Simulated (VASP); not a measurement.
The system is Mo.

```
CELL_PARAMETERS angstrom
-1.58381 1.58381 1.58381
1.58381 -1.58381 1.58381
1.58381 1.58381 -1.58381
ATOMIC_POSITIONS crystal
Mo 0.00000 0.00000 0.00000
```

```yaml
Program: VASP 6.6.1
Task: relaxation of cell and atoms
Functional: rev-vdW-DF2
Potentials_or_basis: VASP PAW PBE potentials, release 64 (Mo_sv)
Cutoff: 600 eV
k_mesh: 12 × 12 × 12
Occupations: fermi-dirac, width 0.05 eV
Spin: no spin polarisation
```

At the start: pressure -4.9 GPa; volume 15.89 Å³/atom.

Q: Where does the relaxation end?

A: Over 3 steps the energy falls by 4.6 meV/atom and the volume is 15.60 Å³/atom (-1.8 %); space group Im-3m (No. 229, to 0.05 Å).

Step by step:
| step | energy change (eV) | largest force (eV/Å) | pressure (GPa) | volume (Å³) |
| --- | --- | --- | --- | --- |
| 1 | 0.0000 | 0.0000 | -4.91 | 15.89 |
| 2 | 0.0334 | 0.0000 | 16.09 | 14.80 |
| 3 | -0.0046 | 0.0000 | -0.09 | 15.60 |

Final structure:
```cif
data_structure
_symmetry_space_group_name_H-M 'P 1'
_symmetry_Int_Tables_number 1
_cell_length_a 2.7264
_cell_length_b 2.7264
_cell_length_c 2.7264
_cell_angle_alpha 109.471
_cell_angle_beta 109.471
_cell_angle_gamma 109.471
_cell_volume 15.60
loop_
_atom_site_label
_atom_site_type_symbol
_atom_site_fract_x
_atom_site_fract_y
_atom_site_fract_z
_atom_site_occupancy
Mo1 Mo 0.00000 0.00000 0.00000 1
```

Caveat: the PAW data sets were made with another functional, which shifts forces and pressure a little.
